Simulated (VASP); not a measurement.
# Ta2H (C222) in VASP: settings compared

The runs below take Ta2H through relaxation of cell and atoms, with r2SCAN, r2SCAN+rVV10.

All numbers are computed with VASP 6.6.1; they aren't measurements. Logs are shortened: lines on timing, memory, paths and dates and some standing lists are left out, and cuts for length are marked.

### Step 1. The structure

It takes space group C222 (No. 21, orthorhombic). Conventional cell: a = 3.441 Å, b = 4.743 Å, c = 4.759 Å, α = 90.00°, β = 90.00°, γ = 90.00°. Ta (site symmetry 2) is surrounded by 2 H at 1.93 Å. H (site symmetry 222) has 4 Ta at 1.93 Å as nearest neighbours.

The cell comes from a database or a generator and needn't be the stable form of this composition.

### Step 2. Relaxation of cell and atoms, r2SCAN

The input, INCAR:

```
PREC = Accurate
ENCUT = 600
EDIFF = 1E-7
ISMEAR = 0
SIGMA = 0.1
LREAL = F
LASPH = T
NELM = 100
ALGO = Normal
ISIF = 3
LWAVE = F
LCHARG = F
METAGGA = R2SCAN
LMIXTAU = T
IBRION = 2
NSW = 90
EDIFFG = -0.005
```

The input, KPOINTS:

```
regular mesh
0
Gamma
  16 16 10
```

The input, POSCAR:

```
Ta2H
1.0
    1.7204951100     -2.3714690300      0.0000000000
    1.7204951100      2.3714690300      0.0000000000
    0.0000000000      0.0000000000      4.7585693900
Ta H
2 1
Direct
    0.0000000000      0.5000000000      0.2645697700
    0.5000000000      0.0000000000      0.7354302300
    0.0000000000      0.0000000000      0.0000000000
```

Potentials or basis: VASP PAW PBE potentials, release 64 (Ta_pv, H).

Started as:

```console
cat potpaw_PBE.64/Ta_pv/POTCAR potpaw_PBE.64/H/POTCAR > POTCAR
mpirun -np 1 vasp_std > vasp.out
```

OUTCAR:

```text
PREC = Accurate
   ENCUT = 600
   EDIFF = 1E-7
   ISMEAR = 0
   LREAL = F
   LASPH = T
   NELM = 100
   ISIF = 3
   METAGGA = R2SCAN
   IBRION = 2
   NSW = 90
   EDIFFG = -0.005

 ion  position               nearest neighbor table
   1  0.000  0.500  0.265-   3 1.93   3 1.93   2 2.82   2 2.82   2 3.05   2 3.05   2 3.26   2 3.26
                             2 3.46   2 3.46
   2  0.500  0.000  0.735-   3 1.93   3 1.93   1 2.82   1 2.82   1 3.05   1 3.05   1 3.26   1 3.26
                             1 3.46   1 3.46
   3  0.000  0.000  0.000-   1 1.93   2 1.93   1 1.93   2 1.93

  LATTYP: Found a base centered orthorhombic cell.
 ALAT       =     3.4409902200
 B/A-ratio  =     1.3783642954
 C/A-ratio  =     1.3829069790

  Lattice vectors:

 A1 = (   1.7204951100,  -2.3714690300,   0.0000000000)
 A2 = (   1.7204951100,   2.3714690300,   0.0000000000)
 A3 = (   0.0000000000,   0.0000000000,   4.7585693900)

Analysis of symmetry for initial positions (statically):
=====================================================================
 Subroutine PRICEL returns:
 Original cell was already a primitive cell.

 Routine SETGRP: Setting up the symmetry group for a
 base centered orthorhombic supercell.

 Subroutine GETGRP returns: Found  4 space group operations
 (whereof  4 operations were pure point group operations)
 out of a pool of  8 trial point group operations.

The static configuration has the point symmetry D_2 .

Analysis of symmetry for dynamics (positions and initial velocities):
=====================================================================
 Subroutine PRICEL returns:
 Original cell was already a primitive cell.

 Routine SETGRP: Setting up the symmetry group for a
 base centered orthorhombic supercell.

 Subroutine GETGRP returns: Found  4 space group operations
 (whereof  4 operations were pure point group operations)
 out of a pool of  8 trial point group operations.

The dynamic configuration has the point symmetry D_2 .

 Subroutine INISYM returns: Found  4 space group operations
 (whereof  4 operations are pure point group operations),
 and found     1 'primitive' translations

----------------------------------------------------------------------------------------

                                     Primitive cell

  volume of cell :      38.8309

  direct lattice vectors                    reciprocal lattice vectors
     1.720495110 -2.371469030  0.000000000     0.290614020 -0.210839776  0.000000000
     1.720495110  2.371469030  0.000000000     0.290614020  0.210839776  0.000000000
     0.000000000  0.000000000  4.758569390     0.000000000  0.000000000  0.210147193

  length of vectors
     2.929841085  2.929841085  4.758569390     0.359040276  0.359040276  0.210147193

  position of ions in fractional coordinates (direct lattice)
     0.000000000  0.500000000  0.264569770
     0.500000000  0.000000000  0.735430230
     0.000000000  0.000000000  0.000000000

  ion indices of the primitive-cell ions
   primitive index   ion index
                 1           1
                 2           2
                 3           3

----------------------------------------------------------------------------------------

 KPOINTS: regular mesh

Automatic generation of k-mesh.
 Grid dimensions read from file:
 generate k-points for:   16   16   10

 Generating k-lattice:

  Cartesian coordinates                     Fractional coordinates (reciprocal lattice)
     0.018163376 -0.013177486  0.000000000     0.062500000  0.000000000  0.000000000
     0.018163376  0.013177486  0.000000000     0.000000000  0.062500000  0.000000000
     0.000000000  0.000000000  0.021014719     0.000000000  0.000000000  0.100000000

  Length of vectors
     0.022440017  0.022440017  0.021014719

  Shift w.r.t. Gamma in fractional coordinates (k-lattice)
     0.000000000  0.000000000  0.000000000

 Subroutine IBZKPT returns following result:
 ===========================================

 Found    438 irreducible k-points:

 Following reciprocal coordinates:
            Coordinates               Weight
  0.000000  0.000000  0.000000      1.000000
  0.062500 -0.000000  0.000000      4.000000
  0.125000 -0.000000  0.000000      4.000000
  0.187500 -0.000000  0.000000      4.000000
  0.250000 -0.000000  0.000000      4.000000
  0.312500  0.000000  0.000000      4.000000
[... 16 lines left out ...]
 -0.125000  0.062500  0.000000      4.000000
 -0.062500  0.062500  0.000000      2.000000
 [... further k-points ...]
   k-points           NKPTS =    438   k-points in BZ     NKDIM =    438   number of bands    NBANDS=     15
   number of dos      NEDOS =    301   number of ions     NIONS =      3
   total plane-waves  NPLWV =  23040
   dimension x,y,z NGX =    24 NGY =   24 NGZ =   40
   dimension x,y,z NGXF=    48 NGYF=   48 NGZF=   80
   ions per type =               2   1
   NGX,Y,Z   is equivalent  to a cutoff of  13.62, 13.62, 13.97 a.u.
   NGXF,Y,Z  is equivalent  to a cutoff of  27.24, 27.24, 27.95 a.u.
 SYSTEM =  unknown system
   PREC   = accura    normal or accurate (medium, high low for compatibility)
   ISTART =      0    job   : 0-new  1-cont  2-samecut
   ICHARG =      2    charge: 1-file 2-atom 10-const
   ISPIN  =      1    spin polarized calculation?
   LNONCOLLINEAR =      F non collinear calculations
   LSORBIT =      F    spin-orbit coupling
   LASPH  =      T    aspherical Exc in radial PAW
   ENCUT  =  600.0 eV  44.10 Ry    6.64 a.u.   5.85  5.85  9.50*2*pi/ulx,y,z
   NELM   =    100;   NELMIN=  2; NELMDL= -5     # of ELM steps
   EDIFF  = 0.1E-06   stopping-criterion for ELM
   LREAL  =      F    real-space projection
   EDIFFG = -.5E-02   stopping-criterion for IOM
   NSW    =     90    number of steps for IOM
   IBRION =      2    ionic relax: 0-MD 1-quasi-New 2-CG
   NFREE  =      1    steps in history (QN), initial steepest desc. (CG)
   ISIF   =      3    stress and relaxation
   ISYM   =      2    0-nonsym 1-usesym 2-fastsym
   POTIM  = 0.5000    time-step for ionic-motion
   TEBEG  =    0.0;   TEEND  =   0.0 temperature during run
   PSTRESS=    0.0 pullay stress
   NELECT =      23.0000    total number of electrons
   NUPDOWN=      -1.0000    fix difference up-down
   EMIN   =  10.00;   EMAX   =-10.00  energy-range for DOS
   EFERMI =   0.00;   METHOD = LEGACY
   ISMEAR =     0;   SIGMA  =   0.10  broadening in eV -4-tet -1-fermi 0-gaus
   EFERMI_NEDOS =   21; number of points for ismear=-14 and -15
   IALGO  =     38    algorithm
   IMIX   =      4    mixing-type and parameters
     AMIX     =   0.40;   BMIX     =  1.00
     AMIX_MAG =   1.60;   BMIX_MAG =  1.00
  volume/ion in A,a.u.               =      12.94        87.35
  Fermi-wavevector in a.u.,A,eV,Ry     =   1.374860  2.598108 25.718261  1.890239
  Thomas-Fermi vector in A             =   2.500248
   LORBIT       =      0    0 simple, 1 ext, 2 COOP (PROOUT), +10 PAW based schemes
   METAGGA = R2SCAN    functional components
   LHFCALC =     F    Hartree Fock is set to
   AEXX    =    0.0000 exact exchange contribution
   IVDW    =     0    specifies the selected vdW correction
   LEPSILON=     F    determine dielectric tensor
   LRPA    =     F    only Hartree local field effects (RPA)
 conjugate gradient relaxation of ions
 non-spin polarized calculation
 Gauss-broadening in eV      SIGMA  =   0.10
  energy-cutoff  :      600.00
  volume of cell :       38.83
 maximum number of plane-waves:      1320
   NGX = 11   NGY = 11   NGZ = 19

--------------------------------------- Ionic step        1  -------------------------------------------

 number of electron      23.0000002 magnetization

 Free energy of the ion-electron system (eV)
  ---------------------------------------------------
  ext. energy  EPLUGINS =         0.00000000
  ---------------------------------------------------
  free energy    TOTEN  =      -101.17183803 eV

  energy without entropy =     -101.16436557  energy(sigma->0) =     -101.16810180

------------------------ aborting loop because EDIFF is reached ----------------------------------------

  FORCE on cell =-STRESS in cart. coord.  units (eV):
  Direction    XX          YY          ZZ          XY          YZ          ZX
  --------------------------------------------------------------------------------------
  -------------------------------------------------------------------------------------
  Total       -0.1653507      0.0112170      0.1004536      0.0000000      0.0000000      0.0000000
  in kB       -6.8224342      0.4628173      4.1447559      0.0000000      0.0000000      0.0000000
  external PRESSURE =      -0.7382870 kB  Pullay stress =       0.0000000 kB
[... 244 lines left out ...]
  energy  without entropy=     -101.1652579704  energy(sigma->0) =     -101.16887133

--------------------------------------- Ionic step        8  -------------------------------------------

 number of electron      23.0000001 magnetization

 Free energy of the ion-electron system (eV)
  ---------------------------------------------------
  ext. energy  EPLUGINS =         0.00000000
  ---------------------------------------------------
  free energy    TOTEN  =      -101.17249021 eV

  energy without entropy =     -101.16525792  energy(sigma->0) =     -101.16887406

 E-fermi :   5.2981     XC(G=0): -13.6068

 val. band max:        5.2958684762   @ k =  -0.2500   0.1875   0.2000
 cond. band min:       5.2988595899   @ k =   0.1250   0.0625   0.2000
 fundamental gap:      0.0029911137
 Fermi energy:         5.2980657774

 k-point     1 :       0.0000    0.0000    0.0000
  band No.  band energies     occupation
      1     -30.3942      2.00000
      2     -29.6734      2.00000
      3     -29.3675      2.00000
      4     -29.3601      2.00000
      5     -29.3359      2.00000
      6     -29.3041      2.00000
      7      -4.9387      2.00000
      8       0.6757      2.00000
      9       2.0319      2.00000
     10       4.5438      2.00000
     11       5.6268      0.00000
     12       5.6464      0.00000
     13       6.1771      0.00000
     14       8.6931      0.00000
     15       9.1546      0.00000
[... 397 lines left out ...]
 k-point    24 :      -0.0625    0.0625    0.0000
  band No.  band energies     occupation
      1     -30.3817      2.00000
      2     -29.6898      2.00000
      3     -29.3958      2.00000
      4     -29.3780      2.00000
      5     -29.3575      2.00000
      6     -29.3193      2.00000
      7      -4.7941      2.00000
      8       0.8336      2.00000
      9       2.0697      2.00000
     10       4.4439      2.00000
     11       5.5185      0.00182
     12       5.8090      0.00000
     13       6.0920      0.00000
     14       8.6199      0.00000
     15       8.7815      0.00000

 [... further k-points ...]

------------------------ aborting loop because EDIFF is reached ----------------------------------------

  FORCE on cell =-STRESS in cart. coord.  units (eV):
  Direction    XX          YY          ZZ          XY          YZ          ZX
  --------------------------------------------------------------------------------------
  -------------------------------------------------------------------------------------
  Total        0.0030307      0.0071506      0.0006182      0.0000000      0.0000000      0.0000000
  in kB        0.1251921      0.2953752      0.0255364      0.0000000      0.0000000      0.0000000
  external PRESSURE =       0.1487013 kB  Pullay stress =       0.0000000 kB
[... 18 lines left out ...]
  FREE ENERGIE OF THE ION-ELECTRON SYSTEM (eV)
  ---------------------------------------------------
  free  energy   TOTEN  =      -101.1724902070 eV

  energy  without entropy=     -101.1652579174  energy(sigma->0) =     -101.16887406

 reached required accuracy - stopping structural energy minimisation
```

Run time: 60 min. Hardware: 1 thread of Intel Xeon Platinum 8259CL at 2.50GHz (Skylake/Cascade Lake), shared host; peak memory 0.43 GiB.

What came out:

- Free energy: -101.1725 eV
- Relaxed volume: 12.93 Å³/atom
- Relaxed cell: a = 2.927 Å, b = 2.927 Å, c = 4.772 Å, α = 90.00°, β = 90.00°, γ = 108.40°
- Space group after relaxing (to 0.05 Å): C222 (No. 21)
- Energy gained by relaxing: 0.2 meV/atom
- Ionic steps: 8
- Pressure after relaxing: 0.0 GPa
- Band gap on the k mesh: none (metal or under the smearing width)

Step by step:
| step | energy change (eV) | largest force (eV/Å) | pressure (GPa) | volume (Å³) |
| --- | --- | --- | --- | --- |
| 1 | 0.0000 | 0.0424 | -0.07 | 38.83 |
| 2 | -0.0005 | 0.0015 | 0.02 | 38.80 |
| 3 | -0.0006 | 0.0187 | 0.07 | 38.78 |
| 4 | -0.0006 | 0.0206 | 0.08 | 38.78 |
| 5 | -0.0006 | 0.0004 | -0.13 | 38.81 |
| 6 | -0.0006 | 0.0053 | -0.08 | 38.80 |
| 7 | -0.0006 | 0.0073 | 0.09 | 38.77 |
| 8 | -0.0007 | 0.0015 | 0.01 | 38.79 |

Final structure:
```
Ta H
1.0
     1.71211   -2.37379    0.00000
     1.71211    2.37379    0.00000
     0.00000    0.00000    4.77172
Ta H
2 1
Direct
  0.00000 0.50000 0.26409
  0.50000 0.00000 0.73591
  0.00000 0.00000 0.00000
```

Caveat: the PAW data sets were made with another functional, which shifts forces and pressure a little.

### Step 3. Relaxation of cell and atoms, r2SCAN+rVV10

INCAR: that of step 2 with these lines changed.

```diff
@@ -14,2 +14,6 @@
 LMIXTAU = T
+LUSE_VDW = T
+IVDW_NL = 2
+BPARAM = 11.95
+CPARAM = 0.0093
 IBRION = 2
```

KPOINTS is that of step 2.

POSCAR is that of step 2.

Potentials or basis: VASP PAW PBE potentials, release 64 (Ta_pv, H).

Started as:

```console
cat potpaw_PBE.64/Ta_pv/POTCAR potpaw_PBE.64/H/POTCAR > POTCAR
mpirun -np 1 vasp_std > vasp.out
```

It took 69 min on 1 thread of Intel Xeon Platinum 8259CL at 2.50GHz (Skylake/Cascade Lake), shared host; peak memory 0.53 GiB.

Results (log left out):

| Item | Value |
| --- | --- |
| Free energy | -100.8168 eV |
| Relaxed volume | 12.87 Å³/atom |
| Relaxed cell | a = 2.922 Å, b = 2.922 Å, c = 4.766 Å, α = 90.00°, β = 90.00°, γ = 108.46° |
| Space group after relaxing (to 0.05 Å) | C222 (No. 21) |
| Energy gained by relaxing | 0.6 meV/atom |
| Ionic steps | 6 |
| Pressure after relaxing | 0.0 GPa |
| Band gap on the k mesh | none (metal or under the smearing width) |

The path:
```csv
step,energy change (eV),largest force (eV/Å),pressure (GPa),volume (Å³)
1,0.0000,0.0467,-1.16,38.83
2,0.0001,0.0164,1.71,38.31
3,-0.0012,0.0327,0.23,38.57
4,-0.0016,0.0044,0.08,38.58
5,-0.0017,0.0197,0.02,38.59
6,-0.0017,0.0013,-0.04,38.60
```

Final structure:
```xyz
3
Lattice="1.7079 -2.3709 0.0000 1.7079 2.3709 0.0000 0.0000 0.0000 4.7659" Properties=species:S:1:pos:R:3 pbc="T T T"
Ta    2.5618   -1.1854    1.2581
Ta    0.8539   -1.1854    3.5078
H     3.4158    0.0000    0.0000
```

Levels at points of the mesh, in eV from the Fermi level:
```csv
k point,band 8,band 9,band 10,band 11,band 12,band 13,band 14,band 15
"(0.00, 0.00, 0.00)",-4.65,-3.27,-0.75,0.34,0.36,0.88,3.42,3.87
"(0.50, 0.00, 0.00)",-3.43,-2.74,-1.83,-0.90,-0.86,3.08,3.20,4.39
"(0.50, 0.50, 0.00)",-4.64,-3.93,-2.40,-0.27,3.73,4.21,6.11,6.23
"(0.00, 0.00, 0.50)",-6.16,-2.25,-1.17,-0.77,0.39,2.49,3.14,3.34
"(0.50, 0.00, 0.50)",-4.60,-1.83,-1.68,-0.67,0.76,3.38,3.45,4.60
"(0.50, 0.50, 0.50)",-3.14,-3.09,-2.13,0.32,0.34,0.90,1.74,6.33
```

Caveat: the PAW data sets were made with another functional, which shifts forces and pressure a little. Spin-orbit coupling is left out, which matters for the levels of Ta.
